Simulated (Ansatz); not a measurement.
Wanted: the native input for an Ansatz 0.2.0 run.

| Property | Result |
| --- | --- |
| Task | band structure |
| Functional | LDA |
| Potentials or basis | Ansatz PAW |
| Cutoff | 420 eV (not typed: the program's choice for these potentials) |
| k mesh | 10 × 10 × 10 |
| Occupations | fermi-dirac, width 0.05 eV |
| Spin | no spin polarisation |
| Path | [["G", "X", "W", "K", "G", "L", "U", "W", "L", "K"], ["U", "X"]] |
| Points for each segment of the path | 14 |

Crystal: Sb.

```
CELL_PARAMETERS angstrom
0.00000 2.37124 2.37124
2.37124 0.00000 2.37124
2.37124 2.37124 0.00000
ATOMIC_POSITIONS crystal
Sb 0.00000 0.00000 0.00000
```

This isn't the form of Sb at room conditions, which is rhombohedral.

The input as run:

input.yaml

```yaml
crystal:
  lattice:
    - [0.0, 2.3712425216, 2.3712425216]
    - [2.3712425216, 0.0, 2.3712425216]
    - [2.3712425216, 2.3712425216, 0.0]
  atoms:
    - { symbol: Sb, position: [0.0, 0.0, 0.0] }
hamiltonian:
  xc: lda
  pseudopotentials: { kind: paw }
kpoints:
  mp_grid: { grid: [10, 10, 10] }
  band_path:
    path:
      - [[0.0, 0.0, 0.0], [0.5, 0.0, 0.5], [0.5, 0.25, 0.75], [0.375, 0.375, 0.75], [0.0, 0.0, 0.0], [0.5, 0.5, 0.5], [0.625, 0.25, 0.625], [0.5, 0.25, 0.75], [0.5, 0.5, 0.5], [0.375, 0.375, 0.75]]
      - [[0.625, 0.25, 0.625], [0.5, 0.0, 0.5]]
    npoints: 14
scf:
  occupations: { method: fermi_dirac, width: 0.05 }
  n_extra_bands: 6
output:
  forces: true
  stress: true
  eigenvalues: true
  fatbands: true
  write_density: true
  write_potential: true
  elf: true
  volumetric_format: npy
```

Potentials or basis: Ansatz PAW.

Command:

```bash
$ ansatz run input.yaml --threads 2 --pin off --max-ram 5632MiB --backend cpu --events-out ev --progress --plain --runs-dir out
```

Results of the run:

| Property | Result |
| --- | --- |
| Pressure | -2.3 GPa |
| Band gap on the k mesh | none (metal or under the smearing width) |

Caveat: spin-orbit coupling is left out, which moves the levels of the heavy elements; the PAW data sets come from PBE, with cores solved anew for the run's functional, which leaves a small shift of forces and pressure.

Wall time 2.6 s on 2 threads of Intel(R) Xeon(R) Platinum 8259CL CPU @ 2.50GHz (Skylake/Cascade Lake) (shared host), peak memory 0.43 GiB.
